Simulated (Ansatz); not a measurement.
Effect of isotropic strain −1.99 % on InN

Consider InN in the wurtzite structure (space group P6_3mc, No. 186; a = 3.537 Å, c = 5.714 Å).

It is then changed as follows: every lattice vector is shortened by 1.99 %, atoms relaxed at fixed cell.

Level of theory: DFT with PBEsol, PAW potentials and a 420 eV plane-wave cutoff in Ansatz (a first-principles code), no SOC. k-mesh 11×11×6 (Γ-centred); smearing 0.05 eV (Fermi–Dirac).

Volume per atom: 14.57 Å³ (base 15.48 Å³)
Shortest interatomic distance: 2.113 Å (base 2.156 Å)
Energy relative to the base (free energy F): +25 meV/atom
Band gap: zero (base zero)

A case with no gap was solved on a k-mesh chosen for an insulator, which is coarse for it. No phonon test of stability was made. All final runs are without spin polarisation. The zero or small gap of InN can change with the level of theory.
